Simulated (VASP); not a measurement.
# Zn (Fm-3m) in VASP: a series of runs

Runs on Zn. Level: LDA. Tasks: single point.

Program: VASP 6.6.1. These are calculated values, not measurements. Logs are shortened: lines on timing, memory, paths and dates and some standing lists are left out, and cuts for length are marked.

## (1) Starting point

It takes space group Fm-3m (No. 225, cubic). Conventional cell: a = 3.943 Å, b = 3.943 Å, c = 3.943 Å, α = 90.00°, β = 90.00°, γ = 90.00°. Zn (site symmetry m-3m) is surrounded by 12 Zn at 2.79 Å.

This isn't the form of Zn at room conditions, which is hcp.

## (2) Single point, LDA

INCAR reads:

```
PREC = Accurate
ENCUT = 520
EDIFF = 1E-6
ISMEAR = -1
SIGMA = 0.15
LREAL = F
LASPH = T
NELM = 80
ALGO = Normal
ISIF = 2
LWAVE = F
LCHARG = F
NBANDS = 12
```

KPOINTS reads:

```
Automatic mesh
0
Gamma
  10 10 10
```

POSCAR reads:

```
Zn
1.0
    0.0000000000      1.9713075563      1.9713075563
    1.9713075563      0.0000000000      1.9713075563
    1.9713075563      1.9713075563      0.0000000000
Zn
1
Direct
    0.0000000000      0.0000000000      0.0000000000
```

Potentials or basis: VASP PAW LDA potentials, release 64 (Zn).

Launch:

```console
$ cat potpaw_LDA.64/Zn/POTCAR > POTCAR
$ mpirun -np 1 vasp_std > vasp.out
```

OUTCAR:

```text
PREC = Accurate
   ENCUT = 520
   EDIFF = 1E-6
   ISMEAR = -1
   LREAL = F
   LASPH = T
   NELM = 80
   ISIF = 2

 ion  position               nearest neighbor table
   1  0.000  0.000  0.000-

  LATTYP: Found a face centered cubic cell.
 ALAT       =     3.9426151126

  Lattice vectors:

 A1 = (   0.0000000000,   1.9713075563,   1.9713075563)
 A2 = (   1.9713075563,   0.0000000000,   1.9713075563)
 A3 = (   1.9713075563,   1.9713075563,   0.0000000000)

Analysis of symmetry for initial positions (statically):
=====================================================================
 Subroutine PRICEL returns:
 Original cell was already a primitive cell.

 Routine SETGRP: Setting up the symmetry group for a
 face centered cubic supercell.

 Subroutine GETGRP returns: Found 48 space group operations
 (whereof 48 operations were pure point group operations)
 out of a pool of 48 trial point group operations.

The static configuration has the point symmetry O_h .

Analysis of symmetry for dynamics (positions and initial velocities):
=====================================================================
 Subroutine PRICEL returns:
 Original cell was already a primitive cell.

 Routine SETGRP: Setting up the symmetry group for a
 face centered cubic supercell.

 Subroutine GETGRP returns: Found 48 space group operations
 (whereof 48 operations were pure point group operations)
 out of a pool of 48 trial point group operations.

The dynamic configuration has the point symmetry O_h .

 Subroutine INISYM returns: Found 48 space group operations
 (whereof 48 operations are pure point group operations),
 and found     1 'primitive' translations

----------------------------------------------------------------------------------------

                                     Primitive cell

  volume of cell :      15.3212

  direct lattice vectors                    reciprocal lattice vectors
     0.000000000  1.971307556  1.971307556    -0.253638758  0.253638758  0.253638758
     1.971307556  0.000000000  1.971307556     0.253638758 -0.253638758  0.253638758
     1.971307556  1.971307556  0.000000000     0.253638758  0.253638758 -0.253638758

  length of vectors
     2.787849882  2.787849882  2.787849882     0.439315215  0.439315215  0.439315215

  position of ions in fractional coordinates (direct lattice)
     0.000000000  0.000000000  0.000000000

[... 75 lines left out ...]
   EDIFF  = 0.1E-05   stopping-criterion for ELM
   LREAL  =      F    real-space projection
   EDIFFG = 0.1E-04   stopping-criterion for IOM
   NSW    =      0    number of steps for IOM
   IBRION =     -1    ionic relax: 0-MD 1-quasi-New 2-CG
   NFREE  =      0    steps in history (QN), initial steepest desc. (CG)
   ISIF   =      2    stress and relaxation
   ISYM   =      2    0-nonsym 1-usesym 2-fastsym
   POTIM  = 0.5000    time-step for ionic-motion
   TEBEG  =    0.0;   TEEND  =   0.0 temperature during run
   PSTRESS=    0.0 pullay stress
   NELECT =      12.0000    total number of electrons
   NUPDOWN=      -1.0000    fix difference up-down
   EMIN   =  10.00;   EMAX   =-10.00  energy-range for DOS
   EFERMI =   0.00;   METHOD = LEGACY
   ISMEAR =    -1;   SIGMA  =   0.15  broadening in eV -4-tet -1-fermi 0-gaus
   EFERMI_NEDOS =   21; number of points for ismear=-14 and -15
   IALGO  =     38    algorithm
   IMIX   =      4    mixing-type and parameters
     AMIX     =   0.40;   BMIX     =  1.00
     AMIX_MAG =   1.60;   BMIX_MAG =  1.00
  volume/ion in A,a.u.               =      15.32       103.39
  Fermi-wavevector in a.u.,A,eV,Ry     =   1.509052  2.851695 30.983702  2.277238
  Thomas-Fermi vector in A             =   2.619425
   LORBIT       =      0    0 simple, 1 ext, 2 COOP (PROOUT), +10 PAW based schemes
   GGA     = CA    functional components
   LHFCALC =     F    Hartree Fock is set to
   AEXX    =    0.0000 exact exchange contribution
   IVDW    =     0    specifies the selected vdW correction
   LEPSILON=     F    determine dielectric tensor
   LRPA    =     F    only Hartree local field effects (RPA)
 non-spin polarized calculation
  energy-cutoff  :      520.00
  volume of cell :       15.32
 maximum number of plane-waves:       424
 NGX is ok and might be reduce to    24
   NGX = 11   NGY = 11   NGZ = 11

 number of electron      12.0000006 magnetization

 Free energy of the ion-electron system (eV)
  ---------------------------------------------------
  ext. energy  EPLUGINS =         0.00000000
  ---------------------------------------------------
  free energy    TOTEN  =        -1.81052184 eV

  energy without entropy =       -1.78521302  energy(sigma->0) =       -1.79786743

 E-fermi :   2.8869     XC(G=0): -11.8582

 val. band max:        2.8059303209   @ k =  -0.4000   0.2000   0.0000
 cond. band min:       2.9498871443   @ k =  -0.4000   0.3000   0.0000
 fundamental gap:      0.1439568234
 Fermi energy:         2.8869443442

 k-point     1 :       0.0000    0.0000    0.0000
  band No.  band energies     occupation
      1      -7.4991      2.00000
      2      -4.8931      2.00000
      3      -4.8931      2.00000
      4      -4.8931      2.00000
      5      -4.5183      2.00000
      6      -4.5183      2.00000
      7      20.7496      0.00000
      8      20.7496      0.00000
      9      20.7496      0.00000
     10      21.7432      0.00000
     11      23.7188      0.00000
     12      23.7188      0.00000
[... 331 lines left out ...]
 k-point    24 :       0.4000    0.3000    0.0000
  band No.  band energies     occupation
      1      -5.3897      2.00000
      2      -5.3179      2.00000
      3      -4.4483      2.00000
      4      -4.4279      2.00000
      5      -4.2537      2.00000
      6      -1.9105      2.00000
      7       9.7723      0.00000
      8      10.4562      0.00000
      9      12.4380      0.00000
     10      16.0739      0.00000
     11      18.6244      0.00000
     12      32.9873      0.00000

 [... further k-points ...]
[... 5 lines left out ...]
  --------------------------------------------------------------------------------------
  -------------------------------------------------------------------------------------
  Total       -0.8146131     -0.8146131     -0.8146131     -0.0000000      0.0000000      0.0000000
  in kB      -85.1861210    -85.1861210    -85.1861210     -0.0000000      0.0000000      0.0000000
  external PRESSURE =     -85.1861210 kB  Pullay stress =       0.0000000 kB

 VOLUME and BASIS-vectors are now :
 -----------------------------------------------------------------------------
  energy-cutoff  :      520.00
  volume of cell :       15.32
      direct lattice vectors                 reciprocal lattice vectors
     0.000000000  1.971307556  1.971307556    -0.253638758  0.253638758  0.253638758
     1.971307556  0.000000000  1.971307556     0.253638758 -0.253638758  0.253638758
     1.971307556  1.971307556  0.000000000     0.253638758  0.253638758 -0.253638758

 POSITION                                       TOTAL-FORCE (eV/Angst)
 -----------------------------------------------------------------------------------
      0.00000      0.00000      0.00000         0.000000      0.000000      0.000000
 -----------------------------------------------------------------------------------
    total drift:                               -0.000000      0.000000      0.000000

  FREE ENERGIE OF THE ION-ELECTRON SYSTEM (eV)
  ---------------------------------------------------
  free  energy   TOTEN  =        -1.8105218413 eV

  energy  without entropy=       -1.7852130156  energy(sigma->0) =       -1.79786743
```

Wall time 6.4 s (1 thread of Intel Xeon Platinum 8488C (Sapphire Rapids), shared host); peak memory 0.13 GiB.

Results:

```yaml
Free_energy: -1.8105 eV
Pressure: -8.5 GPa
Band_gap_on_the_k_mesh: none (metal or under the smearing width)
```

## (3) Single point, LDA

This run uses another cell than the first one, of 14.41 Å³/atom, 0.941 times its volume.

Edit INCAR of step 2 so:

```diff
@@ -7,3 +7,3 @@
 LASPH = T
-NELM = 80
+NELM = 100
 ALGO = Normal
```

KPOINTS reads:

```
regular mesh
0
Gamma
  10 10 10
```

POSCAR reads:

```
Zn
1.0
    0.0000000000      1.9314722095      1.9314722095
    1.9314722095      0.0000000000      1.9314722095
    1.9314722095      1.9314722095      0.0000000000
Zn
1
Direct
    0.0000000000      0.0000000000      0.0000000000
```

Potentials or basis: VASP PAW LDA potentials, release 64 (Zn).

Launch:

```console
$ cat potpaw_LDA.64/Zn/POTCAR > POTCAR
$ mpirun -np 1 vasp_std > vasp.out
```

Run time: 5.9 s. Hardware: 1 thread of Intel Xeon Platinum 8488C (Sapphire Rapids), shared host; peak memory 0.11 GiB.

The run converged. Its results:

```
Free energy            : -1.8495 eV
Pressure               : -4.8 GPa
Band gap on the k mesh : none (metal or under the smearing width)
```

Levels at points of the mesh, in eV from the Fermi level:
| k point | band 3 | band 4 | band 5 | band 6 | band 7 | band 8 | band 9 | band 10 |
| --- | --- | --- | --- | --- | --- | --- | --- | --- |
| (0.00, 0.00, 0.00) | -7.96 | -7.96 | -7.54 | -7.54 | 18.71 | 18.71 | 18.71 | 19.30 |
| (0.50, 0.00, 0.00) | -7.97 | -7.23 | -7.23 | -3.22 | -1.48 | 15.57 | 15.57 | 17.81 |
| (0.50, 0.50, 0.00) | -7.25 | -7.15 | -7.15 | -1.25 | 1.75 | 8.49 | 8.49 | 12.40 |

## (4) Single point, LDA

This run uses another cell than the first one, of 15.78 Å³/atom, 1.030 times its volume.

INCAR reads:

```
SYSTEM = Zn
  PREC = Accurate
  ENCUT = 520
  EDIFF = 1E-6
  ISMEAR = -1
  SIGMA = 0.15
  LREAL = .FALSE.
  LASPH = .TRUE.
  NELM = 80
  ALGO = Normal
  ISIF = 2
  LWAVE = .FALSE.
  LCHARG = .FALSE.
  NBANDS = 12
```

KPOINTS reads:

```
regular mesh
0
G
  10 10 10
  0 0 0
```

POSCAR reads:

```
Zn
1.0
    0.0000000000      1.9906353334      1.9906353334
    1.9906353334      0.0000000000      1.9906353334
    1.9906353334      1.9906353334      0.0000000000
Zn
1
Direct
    0.0000000000      0.0000000000      0.0000000000
```

Potentials or basis: VASP PAW LDA potentials, release 64 (Zn).

Launch:

```console
$ cat potpaw_LDA.64/Zn/POTCAR > POTCAR
$ mpirun -np 1 vasp_std > vasp.out
```

OUTCAR:

```text
SYSTEM = Zn
   PREC = Accurate
   ENCUT = 520
   EDIFF = 1E-6
   ISMEAR = -1
   LREAL = .FALSE.
   LASPH = .TRUE.
   NELM = 80
   ISIF = 2

 ion  position               nearest neighbor table
   1  0.000  0.000  0.000-

  LATTYP: Found a face centered cubic cell.
 ALAT       =     3.9812706668

  Lattice vectors:

 A1 = (   0.0000000000,   1.9906353334,   1.9906353334)
 A2 = (   1.9906353334,   0.0000000000,   1.9906353334)
 A3 = (   1.9906353334,   1.9906353334,   0.0000000000)

Analysis of symmetry for initial positions (statically):
[... 531 lines left out ...]
      6      -2.0271      2.00000
      7       9.3959      0.00000
      8      10.1128      0.00000
      9      12.0525      0.00000
     10      15.6362      0.00000
     11      18.1110      0.00000
     12      32.2389      0.00000

 [... further k-points ...]
[... 5 lines left out ...]
  --------------------------------------------------------------------------------------
  -------------------------------------------------------------------------------------
  Total       -0.9684420     -0.9684420     -0.9684420      0.0000000     -0.0000000      0.0000000
  in kB      -98.3510649    -98.3510649    -98.3510649      0.0000000     -0.0000000      0.0000000
  external PRESSURE =     -98.3510649 kB  Pullay stress =       0.0000000 kB

 VOLUME and BASIS-vectors are now :
 -----------------------------------------------------------------------------
  energy-cutoff  :      520.00
  volume of cell :       15.78
      direct lattice vectors                 reciprocal lattice vectors
     0.000000000  1.990635333  1.990635333    -0.251176090  0.251176090  0.251176090
     1.990635333  0.000000000  1.990635333     0.251176090 -0.251176090  0.251176090
     1.990635333  1.990635333  0.000000000     0.251176090  0.251176090 -0.251176090

 POSITION                                       TOTAL-FORCE (eV/Angst)
 -----------------------------------------------------------------------------------
      0.00000      0.00000      0.00000         0.000000      0.000000     -0.000000
 -----------------------------------------------------------------------------------
    total drift:                               -0.000000      0.000000     -0.000000

  FREE ENERGIE OF THE ION-ELECTRON SYSTEM (eV)
  ---------------------------------------------------
  free  energy   TOTEN  =        -1.7842347890 eV

  energy  without entropy=       -1.7584025517  energy(sigma->0) =       -1.77131867
```

OSZICAR:

```text
N       E                     dE             d eps       ncg     rms          rms(c)
DAV:   1     0.438517383539E+02    0.43852E+02   -0.65904E+03  1160   0.155E+03
DAV:   2    -0.553569511924E+00   -0.44405E+02   -0.41988E+02  1180   0.221E+02
DAV:   3    -0.189143191915E+01   -0.13379E+01   -0.13361E+01  1316   0.381E+01
DAV:   4    -0.189477838917E+01   -0.33465E-02   -0.33463E-02  1304   0.185E+00
DAV:   5    -0.189478113649E+01   -0.27473E-05   -0.27474E-05  1304   0.520E-02    0.256E+00
DAV:   6    -0.179519750364E+01    0.99584E-01   -0.50579E-01  1336   0.143E+01    0.198E+00
DAV:   7    -0.178768110823E+01    0.75164E-02   -0.11298E-02  1300   0.211E+00    0.990E-01
DAV:   8    -0.178424159726E+01    0.34395E-02   -0.14704E-03  1516   0.477E-01    0.286E-02
DAV:   9    -0.178423491891E+01    0.66784E-05   -0.76421E-05  1688   0.131E-01    0.200E-02
DAV:  10    -0.178423478896E+01    0.12995E-06   -0.61098E-06  1272   0.417E-02
   1 F= -.17842348E+01 E0= -.17713187E+01  d E =-.258322E-01
```

stdout:

```text
POSCAR found type information on POSCAR Zn
 POSCAR found :  1 types and       1 ions
 scaLAPACK will be used
 LDA part: xc-table for (Slater(with rela. corr.)+CA(PZ))
 , standard interpolation
 POSCAR, INCAR and KPOINTS ok, starting setup
 FFT: planning ... GRIDC
 FFT: planning ... GRID_SOFT
 FFT: planning ... GRID
 WAVECAR not read
 entering main loop
```

It took 5.3 s on 1 thread of Intel Xeon Platinum 8488C (Sapphire Rapids), shared host; peak memory 0.12 GiB.

What came out:

```yaml
Free_energy: -1.7842 eV
Pressure: -9.8 GPa
Band_gap_on_the_k_mesh: none (metal or under the smearing width)
```

Levels at points of the mesh, in eV from the Fermi level:
| k point | band 4 | band 5 | band 6 | band 7 | band 8 | band 9 |
| --- | --- | --- | --- | --- | --- | --- |
| (0.00, 0.00, 0.00) | -7.70 | -7.34 | -7.34 | 17.47 | 17.47 | 17.47 |
| (0.50, 0.00, 0.00) | -7.08 | -7.08 | -2.80 | -1.60 | 14.54 | 14.54 |
| (0.50, 0.50, 0.00) | -7.01 | -7.01 | -0.99 | 1.43 | 8.06 | 8.06 |

## (5) The runs side by side

| cell | gap on the mesh (eV) | pressure (GPa) |
| --- | --- | --- |
| Fm-3m, 15.32 Å³/atom | none | -8.5 |
| Fm-3m, 14.41 Å³/atom | none | -4.8 |
| Fm-3m, 15.78 Å³/atom | none | -9.8 |

Alike in all rows: task single point; level LDA; potentials or basis VASP PAW LDA potentials, release 64 (Zn); no spin polarisation; k mesh 10 × 10 × 10; cutoff (eV) 520; smearing fermi-dirac 0.15 eV.

Every run on the cell as given and a fine mesh finds a metal.

Absolute energies hang on the potentials; compare differences alone.
